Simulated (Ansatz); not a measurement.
Bulk crystal (WC) after relaxation:

```
W C
1.0
     2.92177    0.00000    0.00000
    -1.46089    2.53033    0.00000
     0.00000    0.00000    2.84708
W C
1 1
Direct
  0.00000 0.00000 0.00000
  0.66667 0.33333 0.50000
```

Miller indices refer to the conventional cell of P-6m2 (No. 187), a = 2.922 Å, b = 2.922 Å, c = 2.847 Å, α = 90.00°, β = 90.00°, γ = 120.00°.

Consider the (001) slab of 9 planes, 11.4 Å thick with 15 Å of vacuum as cut; outer planes C (top) and C (bottom), all atoms relaxed.

These are results of Ansatz 0.2.0, DFT PBE, scalar-relativistic, plane waves, PAW, not measurements. Plane waves to 420 eV, a k mesh through Γ of 12×12×1 on the computed 9-atom cell and Gaussian smearing (0.10 eV); no spin polarisation. A dipole correction removes the field between periodic images along c.

The slab isn't stoichiometric (W4C5), so its surface energy depends on the chemical potentials; it is given with the excess atoms taken from the elements' standard states. Read from the bulk's Fermi level, the relaxed top face's work function is 6.08 eV: the slab is thin for this quantity.

**Question.** Give the surface energy in the limit rich in the excess atoms' elements.

**Answer.** 5.76 J/m².

**Question.** Estimate the work function.

**Answer.** 6.27 eV.

**Question.** The top two planes lie 1.424 Å apart in the bulk. How does relaxation change this?

**Answer.** The spacing becomes 1.092 Å (-23.3 %).

Spin-orbit coupling is left out, which matters for the bands of heavy elements.

The top two spacings change in opposite senses (-23.3 and +6.4 %).

The carbon-terminated face responds to truncation by pulling its outer layer strongly inward. Each surface carbon loses half of its trigonal-prismatic shell of tungsten neighbours, and the remaining C 2p-W 5d back bonds shorten and strengthen. Because the lateral lattice is fixed, the bonds contract proportionally less than the -23.3 % change in layer spacing. The +6.4 % expansion below fits a bond-order picture, in which tungsten bound more tightly to the outer carbon binds less tightly to the next carbon layer.

The high work function is consistent with electron transfer from tungsten to the more electronegative carbon, which leaves negative charge outermost; the inward relaxation probably reduces this dipole.

The surface energy of 5.76 J/m² is the lower limit for this termination within the stability range of WC, since a lower carbon chemical potential makes the excess carbon more costly. It doesn't establish the equilibrium surface, as tungsten termination and reconstructions with carbon-carbon bonding, which the primitive surface cell excludes, could be lower in energy.
